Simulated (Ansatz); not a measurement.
## Cu₂O: do energies and stresses tell the same story?

Level of theory: Ansatz 0.2.0, DFT PBEsol, scalar-relativistic, plane waves, PAW.

Plane waves to 420 eV, a k mesh through Γ of 8×8×8 on the computed 6-atom cell and Gaussian smearing (0.02 eV); no spin polarisation.

Relaxed cell: Pn-3m, a = 4.222 Å, b = 4.222 Å, c = 4.222 Å, α = 90.00°, β = 90.00°, γ = 90.00°, 6 atoms in the primitive cell.

Energies at zero smearing and pressures from the stress tensor, at volumes with shape and atoms relaxed:
```json
{"V (Å³/atom)": "11.041", "E − E(first) (meV/atom)": "0.00", "P (GPa)": "22.65"}
{"V (Å³/atom)": "11.417", "E − E(first) (meV/atom)": "-44.47", "P (GPa)": "15.43"}
{"V (Å³/atom)": "11.793", "E − E(first) (meV/atom)": "-73.39", "P (GPa)": "9.37"}
{"V (Å³/atom)": "12.170", "E − E(first) (meV/atom)": "-89.23", "P (GPa)": "4.28"}
{"V (Å³/atom)": "12.546", "E − E(first) (meV/atom)": "-94.16", "P (GPa)": "0.00"}
{"V (Å³/atom)": "12.923", "E − E(first) (meV/atom)": "-89.76", "P (GPa)": "-3.61"}
{"V (Å³/atom)": "13.299", "E − E(first) (meV/atom)": "-77.63", "P (GPa)": "-6.64"}
{"V (Å³/atom)": "13.801", "E − E(first) (meV/atom)": "-51.44", "P (GPa)": "-9.95"}
```

Question: Check P = −dE/dV between neighbouring volumes, and get the bulk modulus from the pressures alone.

Answer: With 1 eV/Å³ = 160.2 GPa:
| middle V (Å³/atom) | −ΔE/ΔV (GPa) | mean P (GPa) |
| --- | --- | --- |
| 11.229 | 18.928 | 19.039 |
| 11.605 | 12.311 | 12.401 |
| 11.982 | 6.746 | 6.828 |
| 12.358 | 2.097 | 2.141 |
| 12.734 | -1.871 | -1.804 |
| 13.111 | -5.167 | -5.125 |
| 13.550 | -8.360 | -8.298 |

The two differ by 0.11 GPa at most. The mean of two end pressures misses the average over a step by about ΔV² P″/12, up to 0.10 GPa here; with that taken off 0.02 GPa remains. Around V = 12.546 Å³/atom, the two neighbours give B = −V ΔP/ΔV = 12.546 × 7.89 / 0.753 = 131.5 GPa, against B0 = 130.8 GPa from the Birch–Murnaghan fit of the energies.

A ferromagnetic start lost its moments in a first run, so spin was left out; other magnetic orders weren't tried.